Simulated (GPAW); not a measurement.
Sb:

```
CELL_PARAMETERS angstrom
-1.57654 1.57654 2.71194
1.57654 -1.57654 2.71194
1.57654 1.57654 -2.71194
ATOMIC_POSITIONS crystal
Sb 0.00000 0.00000 0.00000
```

This isn't the form of Sb at room conditions, which is rhombohedral.

```yaml
Program: GPAW 26.7.0
Task: relaxation of cell and atoms
Functional: PBEsol
Potentials_or_basis: PAW data sets generated in the run's folder for this functional
Cutoff: 600 eV
Basis: pw
k_mesh: 9 × 9 × 9
Occupations: fermi-dirac, width 0.05 eV
Spin: no spin polarisation
```

At the start: pressure -1.5 GPa; volume 26.96 Å³/atom.

Q: Where does the relaxation end?

A: Over 5 steps the energy falls by 3.9 meV/atom and the volume is 26.42 Å³/atom (-2.0 %); space group I4/mmm (No. 139, to 0.05 Å).

Step by step:
```csv
step,energy change (eV),largest force (eV/Å),pressure (GPa),volume (Å³)
1,0.0000,0.0000,-1.48,26.96
2,-0.0023,0.0000,-0.79,26.68
3,-0.0034,0.0000,0.11,26.33
4,-0.0035,0.0000,0.09,26.34
5,-0.0039,0.0000,0.01,26.42
```

Final structure:
```cif
data_structure
_symmetry_space_group_name_H-M 'P 1'
_symmetry_Int_Tables_number 1
_cell_length_a 3.5039
_cell_length_b 3.5039
_cell_length_c 3.5039
_cell_angle_alpha 127.251
_cell_angle_beta 127.251
_cell_angle_gamma 77.842
_cell_volume 26.42
loop_
_atom_site_label
_atom_site_type_symbol
_atom_site_fract_x
_atom_site_fract_y
_atom_site_fract_z
_atom_site_occupancy
Sb1 Sb 0.00000 0.00000 0.00000 1
```

Caveat: later steps reuse the first step's grids.
